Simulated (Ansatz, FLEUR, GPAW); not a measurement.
Al2Au: programs and potentials compared

```xyz
3
Lattice="0.0000 3.0000 3.0000 3.0000 0.0000 3.0000 3.0000 3.0000 0.0000" Properties=species:S:1:pos:R:3 pbc="T T T"
Au    0.0066    0.0060   -0.0555
Al    4.5597    4.4825    4.4633
Al    1.5347    1.5050    1.4800
```

Atoms were shifted at random by some hundredths of an Å from the given cell, which wasn't relaxed again for these runs.

Alike in all runs: task single point; functional PBEsol; k mesh 8 × 8 × 8; occupations fermi-dirac, width 0.05 eV; no spin polarisation; no spin-orbit coupling. Pressure is positive in compression and, in plane waves, holds the error of the finite cutoff.

| program and potentials | plane-wave cutoff (eV) | notes | band gap (eV) | pressure (GPa) | largest force (eV/Å) |
| --- | --- | --- | --- | --- | --- |
| FLEUR, all-electron, FLAPW | - | - | no gap | - | 0.400 |
| GPAW, PAW data sets generated for this functional | 600 | this data set often lies off other programs | no gap | 0.61 | 0.410 |
| Ansatz, all-electron LAPW, scalar-relativistic | - | - | no gap | 0.18 | 0.398 |

Force on atom 1 (Au), eV/Å:

```csv
program and potentials,x,y,z
"FLEUR, all-electron, FLAPW",0.328,-0.101,0.205
"GPAW, PAW data sets generated for this functional",0.336,-0.104,0.211
"Ansatz, all-electron LAPW, scalar-relativistic",0.326,-0.101,0.205
```

None finds a gap. The pressure spans 0.18 (Ansatz, all-electron LAPW, scalar-relativistic) to 0.61 GPa (GPAW, PAW data sets generated for this functional), with all-electron results at 0.18.

Differences between rows come from potentials, basis sets and numerical settings, since the functional is the same but for its coding. Runs on potential files found faulty are left out.
